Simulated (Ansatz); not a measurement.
Given:

```yaml
crystal:
  lattice:
    - [4.10414, -0.00598, 0.01917]
    - [-0.00598, 4.10001, 0.05626]
    - [0.01917, 0.05626, 4.14700]
  atoms:
    - { symbol: Ba, position: [0.00000, 0.00000, 0.00000] }
    - { symbol: Sn, position: [0.50000, 0.50000, 0.50000] }
    - { symbol: O, position: [0.00000, 0.50000, 0.50000] }
    - { symbol: O, position: [0.50000, 0.50000, 0.00000] }
    - { symbol: O, position: [0.50000, 0.00000, 0.50000] }
```

No spin polarisation.

All numbers come from Ansatz (a program for electronic structure) PBEsol, no SOC. Γ-centred 8×8×8 mesh, Fermi–Dirac width 0.05 eV.

Question: What is the computed gap character?

Answer: Indirect, R₂ → Γ.

Question: Predict the electron mass.

Answer: 0.16 mₑ (at Γ).

Question: Predict the smallest direct gap.

Answer: 1.28 eV.

Question: Estimate the stress (xx, yy, zz, yz, xz, xy; compression positive).

Answer: (1.24, 1.47, -0.81, -2.60, -0.89, 0.30) GPa.

The cells carry an imposed strain or load. Masses are band curvatures over ±0.01 Å⁻¹ around the edge. Whether these cells are dynamically stable was not tested. The cell was made from BaSnO3 in the cubic perovskite structure (space group Pm-3m, No. 221) by this change: strain tensor (xx, yy, zz, yz, xz, xy) = (−0.43, −0.53, +0.61, +1.37, +0.47, −0.15) %.
